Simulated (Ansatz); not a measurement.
All numbers below come from Ansatz, DFT PBE, scalar-relativistic, plane waves, PAW. All cells share a 420 eV cutoff and Γ-centred k meshes spaced about 0.3 Å⁻¹ or finer (0.25 for metals, 2π included). No spin polarisation.

These are static total energies at zero pressure.

Compare these two cells of Mo3H, each relaxed at this level.

1.

```cif
data_structure
_symmetry_space_group_name_H-M 'P6_322'
_symmetry_Int_Tables_number 182
_cell_length_a 4.9342
_cell_length_b 4.9342
_cell_length_c 4.7776
_cell_angle_alpha 90.000
_cell_angle_beta 90.000
_cell_angle_gamma 120.000
_cell_volume 100.73
loop_
_atom_site_label
_atom_site_type_symbol
_atom_site_symmetry_multiplicity
_atom_site_Wyckoff_symbol
_atom_site_fract_x
_atom_site_fract_y
_atom_site_fract_z
_atom_site_occupancy
H1 H 2 c 0.33333 0.66667 0.25000 1
Mo1 Mo 6 g 0.68996 0.68996 0.00000 1
```

2.

```cif
data_structure
_symmetry_space_group_name_H-M 'P-3m1'
_symmetry_Int_Tables_number 164
_cell_length_a 2.8720
_cell_length_b 2.8720
_cell_length_c 7.0003
_cell_angle_alpha 90.000
_cell_angle_beta 90.000
_cell_angle_gamma 120.000
_cell_volume 50.01
loop_
_atom_site_label
_atom_site_type_symbol
_atom_site_symmetry_multiplicity
_atom_site_Wyckoff_symbol
_atom_site_fract_x
_atom_site_fract_y
_atom_site_fract_z
_atom_site_occupancy
H1 H 1 b 0.00000 0.00000 0.50000 1
Mo1 Mo 2 d 0.66667 0.33333 0.67285 1
Mo2 Mo 1 a 0.00000 0.00000 0.00000 1
```

Problem. Which would you expect to be lower, and how large is the difference?

Solution. Cell 2 is lower, by 10 meV/atom. Cell 1 has space group P6_322 (No. 182), 12.6 Å³/atom and no gap on its mesh; cell 2 has space group P-3m1 (No. 164), 12.5 Å³/atom and no gap. Counting Mo atoms around H (those within 1.25 times the shortest such distance or 1.15 times the sum of covalent radii, 1.27 where that leaves under three), cell 1 and cell 2 both have H 6. Even the lower one lies +0.24 eV/atom against the reference forms of the elements (uncorrected), so neither is stable at this level. Both come from trial cells of a structure search, whose lowest cell (C2/m, 12.4 Å³/atom) lies 143 meV/atom below the lower of the two.

For metals, differences of a few meV/atom aren't resolved. With hydrogen, zero-point motion can shift such differences by 10 meV/atom or more. Trial moments fell under 0.15 μB along the way in P6_322 and P-3m1; another start might hold them. With atoms moved at random, cell 2 (by 143 meV/atom) fell into a lower structure. Cell 1 had no clear such test and can be a saddle point. Some structure types and database cells were kept out of the candidates from the start, so a known form may be missing.
